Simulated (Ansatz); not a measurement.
As:

```xyz
1
Lattice="2.7037 0.0000 0.0000 0.0000 2.7037 0.0000 0.0000 0.0000 2.7037" Properties=species:S:1:pos:R:3 pbc="T T T"
As    1.3518    1.3518    1.3518
```

This isn't the form of As at room conditions, which is rhombohedral.

```yaml
Program: Ansatz 0.2.0
Task: relaxation of cell and atoms
Functional: B3LYP
Potentials_or_basis: Ansatz PAW
Cutoff: "420 eV (not typed: the program's choice for these potentials)"
k_mesh: 5 × 5 × 5
Occupations: fermi-dirac, width 0.05 eV
Spin: no spin polarisation
```

At the start: volume 19.76 Å³/atom.

Problem. How do energy, volume and symmetry change on relaxing?

Solution. It ends after 5 steps and the volume is 21.16 Å³/atom (+7.1 %); space group Pm-3m (No. 221, to 0.05 Å).

The path:
```tsv
step	energy change (eV)	largest force (eV/Å)	volume (Å³)
1	0.0000	0.0000	19.76
2	-0.0206	0.0000	21.80
3	-0.0250	0.0000	21.24
4	-0.0251	0.0000	21.16
5	-0.0255	0.0000	21.16
```

Final structure:
```xyz
1
Lattice="2.7660 0.0000 0.0000 0.0000 2.7660 0.0000 0.0000 0.0000 2.7660" Properties=species:S:1:pos:R:3 pbc="T T T"
As    1.3830    1.3830    1.3830
```

Caveat: the k mesh is coarse (spacing up to 0.46 Å⁻¹), so the values aren't converged, least of all with exact exchange; the plane-wave basis is chosen anew once the cell has moved, so the energies of steps on either side of that aren't comparable; the PAW data sets come from PBE, with cores solved anew for the run's functional, which leaves a small shift of forces and pressure.
